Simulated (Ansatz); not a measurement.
Pb:

```
Pb
1.0
     0.00000    2.47502    2.47502
     2.47502    0.00000    2.47502
     2.47502    2.47502    0.00000
Pb
1
Direct
  0.00000 0.00000 0.00000
```

* Program: Ansatz 0.2.0
* Task: single point
* Functional: PBEsol
* Potentials or basis: all-electron LAPW, scalar-relativistic
* Cutoff: 154 eV (chosen from the basis error)
* Basis error allowed: 0.001 eV/atom
* k mesh: 9 × 9 × 9
* Occupations: fermi-dirac, width 0.05 eV
* Spin: no spin polarisation

On this cell: pressure -0.6 GPa; band gap on the k mesh none (metal or under the smearing width).

The same run follows on a disturbed copy (cell strained at random at fixed volume):

```
Pb
1.0
    -0.00696    2.46968    2.44843
     2.44759   -0.02698    2.46845
     2.45382    2.49594   -0.03322
Pb
1
Direct
  0.98764 0.00709 0.01656
```

Problem. What does the disturbed cell give?

Solution. The energy (extrapolated to zero smearing) moves by +1.9 meV/atom; pressure -0.6 GPa; band gap on the k mesh none (metal or under the smearing width).

Stress tensor (GPa, compression positive):
```
-0.38 -0.01  0.17
-0.01 -0.76  0.72
 0.17  0.72 -0.59
```
